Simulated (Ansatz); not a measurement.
Seebeck coefficient (μV/K, mean over directions) of n-type AlSb (F-43m) against carrier density, r2SCAN with spin-orbit coupling, rigid bands (Ansatz, a first-principles code). Computed gap 1.30 eV; densities at which minority carriers matter at this gap, or further valleys turn the trend, are left out. Conductivity mass 0.35 mₑ (harmonic mean over directions), N_c = 4.1e19 cm⁻³ at 300 K.

```tsv
electron density	300 K	500 K
1e16 cm⁻³	[?]	-991
1e17 cm⁻³	[?]	-793
1e18 cm⁻³	-524	-594
3e18 cm⁻³	-430	-500
1e19 cm⁻³	-327	-397
3e19 cm⁻³	-236	-305
1e20 cm⁻³	-144	[?]
3e20 cm⁻³	-83	-138
1e21 cm⁻³	-58	-91
```

### Question
Some entries are withheld; supply them.

### Answer

- 1e16 cm⁻³, 300 K: -921
- 1e17 cm⁻³, 300 K: -723
- 1e20 cm⁻³, 500 K: -209

Rigid bands with a gap fixed in temperature, one relaxation time for all states, no polarons or phonon drag, and whether or not such doping can be reached.
